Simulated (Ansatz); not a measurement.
Runs of Ansatz 0.2.0 on CaO. It takes space group Fm-3m (No. 225, cubic). The conventional cell has a = 4.807 Å, b = 4.807 Å, c = 4.807 Å, α = 90.00°, β = 90.00°, γ = 90.00°. Ca (site symmetry m-3m) has 6 O at 2.40 Å as nearest neighbours. Around O (site symmetry m-3m) lie 6 Ca at 2.40 Å. The cell is a database's computed one.

```tsv
task	level	potentials or basis	cell	k mesh	cutoff (eV)	smearing	points for each segment of the path	driver	mesh quality	gap on the mesh (eV)	pressure (GPa)	relaxed volume (Å³/atom)
band structure	PBEsol	Ansatz PAW	as given	10 × 10 × 10	420	fermi-dirac 0.05 eV	14	-	not flagged	3.56	-2.7	-
relaxation of cell and atoms	RPBE+D3(BJ)	Ansatz PAW	relaxed	10 × 10 × 10	420	fermi-dirac 0.05 eV	-	-	not flagged	3.68	0.0	12.00
projected density of states	revPBE	Ansatz PAW	as given	6 × 6 × 6	420	fermi-dirac 0.05 eV	-	-	not flagged	3.74	(a)	-
relaxation of cell and atoms	PBE+D3(BJ)	Ansatz PAW	relaxed	10 × 10 × 10	420	fermi-dirac 0.05 eV	-	-	not flagged	3.65	0.0	13.68
Born charges and dielectric tensor	r2SCAN+D4	JTH PAW	as given	10 × 10 × 10	1380	fixed	-	chain	not flagged	(c)	-	-
relaxation of cell and atoms	PBE0	Ansatz PAW	relaxed	5 × 5 × 5	420	fermi-dirac 0.05 eV	-	-	coarse	6.26	-	(b)
density of states	B3LYP	Ansatz PAW	as given	6 × 6 × 6	420	fermi-dirac 0.05 eV	-	-	not flagged	5.67	-	-
```

Alike in all rows: no spin polarisation.

Question: Estimate the missing entries.

Answer: (a) 4.4; (b) 13.80; (c) 4.20.

Caveats: some runs use coarse meshes; the PAW data sets come from PBE, with cores solved anew for the run's functional, which leaves a small shift of forces and pressure (some runs); the potentials were made for another functional, which shifts forces and pressure (some runs); the plane-wave basis is chosen anew once the cell has moved, so the energies of steps on either side of that aren't comparable (some runs); the density of states is complete only up to the lowest level of the last band computed (some runs); odd divisions of the mesh miss points on the zone boundary, where band edges often lie, so the gap on the mesh can be too wide (some runs).

A k mesh can miss the band edges.

Not every run made on this cell is shown here.
